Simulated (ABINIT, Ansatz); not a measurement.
**One calculation of MnO, 3 ways**

```
Mn O
1.0
     2.67239    0.00000    0.00000
     0.00000    2.67239    0.00000
     0.00000    0.00000    2.67239
Mn O
1 1
Direct
  0.00000 0.00000 0.00000
  0.50000 0.50000 0.50000
```

Measurements of this composition are mostly on another form, of space group No. 225.

Alike in all runs: task single point; functional PBE; k mesh 10 × 10 × 10; occupations fermi-dirac, width 0.05 eV; collinear spin, ferromagnetic start; no spin-orbit coupling. Pressure is positive in compression and, in plane waves, holds the error of the finite cutoff, which Ansatz's Pulay term estimates and takes out.

```csv
program and potentials,plane-wave cutoff (eV),notes,band gap (eV),pressure (GPa),net moment per atom (μB)
"Ansatz, Ansatz PAW",420,-,?,?,?
"Ansatz, all-electron LAPW, scalar-relativistic",-,-,no gap,5.64,2.09
"ABINIT, JTH PAW PBE v2.0",707,-,no gap,5.52,2.09
```

Question: Estimate from the other rows what the run with Ansatz, Ansatz PAW gave.

Answer: No band gap; pressure 5.59 GPa; net moment per atom 2.09 μB. Its pressure holds a Pulay term of +0.68 GPa. The other rows, which needn't bracket it: pressure 5.52 to 5.64; net moment per atom 2.09.
